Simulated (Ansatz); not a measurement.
# KCl: energy and pressure over a range of volumes

The task here is to estimate one member of a computed series from the others.

Method: DFT PBE, scalar-relativistic, in Ansatz 0.2.0.

## The system as given

It takes space group Fm-3m (No. 225, cubic). Conventional cell: a = 6.312 Å, b = 6.312 Å, c = 6.312 Å, α = 90.00°, β = 90.00°, γ = 90.00°. Around K (site symmetry m-3m) lie 6 Cl at 3.16 Å. Around Cl (site symmetry m-3m) lie 6 K at 3.16 Å.

Structure file:

```
CELL_PARAMETERS angstrom
0.00000 3.15610 3.15610
3.15610 0.00000 3.15610
3.15610 3.15610 0.00000
ATOMIC_POSITIONS crystal
K 0.00000 0.00000 0.00000
Cl 0.50000 0.50000 0.50000
```

The structure is an experimental refinement, used without relaxation.

Atoms are numbered in the order of the input: K1, Cl2.

The first run:

Contents of input.yaml:

```yaml
crystal:
  lattice:
    - [0.0, 3.0922197893, 3.0922197893]
    - [3.0922197893, 0.0, 3.0922197893]
    - [3.0922197893, 3.0922197893, 0.0]
  atoms:
    - { symbol: K, position: [0.0, 0.0, 0.0] }
    - { symbol: Cl, position: [0.5, 0.5, 0.5] }
kpoints:
  mp_grid: { grid: [7, 7, 7] }
scf:
  occupations: { method: fermi_dirac, width: 0.03 }
hamiltonian:
  xc: pbe
  pseudopotentials: { kind: all_electron, lapw: { basis_error: 0.0005 } }
output:
  forces: true
  stress: true
  eigenvalues: true
```

Command:

```sh
$ ansatz run input.yaml --threads 1 --pin off --max-ram 2048MiB --backend cpu --events-out ev --progress --plain --runs-dir out
```

Steps of the session up to this table: Volume × 0.9405, LAPW; Volume × 0.9405, PAW; Volume × 0.9405, crystal datasets; Volume × 0.98, LAPW; Volume × 0.98, PAW; Volume × 1.02, LAPW; Volume × 1.02, PAW; Volume × 1.06, LAPW; Volume × 1.06, PAW; Volume × 1.06, crystal datasets.

One of the session's tables, all rows but one given; the rest of the session is left out.

| method | volume (Å³/atom) | pressure (GPa) | gap on the k mesh (eV) |
| --- | --- | --- | --- |
| LAPW | 29.567 | 1.92 | 5.37 |
| LAPW | 30.809 | 0.98 | 5.23 |
| LAPW | 31.438 | 0.58 | 5.16 |
| LAPW | 32.067 | 0.22 | 5.09 |
| LAPW | 33.324 | -0.39 | 4.96 |
| PAW | 29.567 | ? | ? |
| PAW | 30.809 | 0.98 | 5.23 |
| PAW | 31.438 | 0.58 | 5.16 |
| PAW | 32.067 | 0.22 | 5.09 |
| PAW | 33.324 | -0.39 | 4.96 |
| crystal datasets | 29.567 | 1.92 | 5.37 |
| crystal datasets | 31.438 | 0.58 | 5.16 |
| crystal datasets | 33.324 | -0.39 | 4.96 |

**Question.** Estimate the row for PAW, 29.567.

**Answer.** pressure (GPa): 1.92; gap on the k mesh (eV): 5.38.

Limits of these values: Warnings in the runs' records: crystal datasets made.
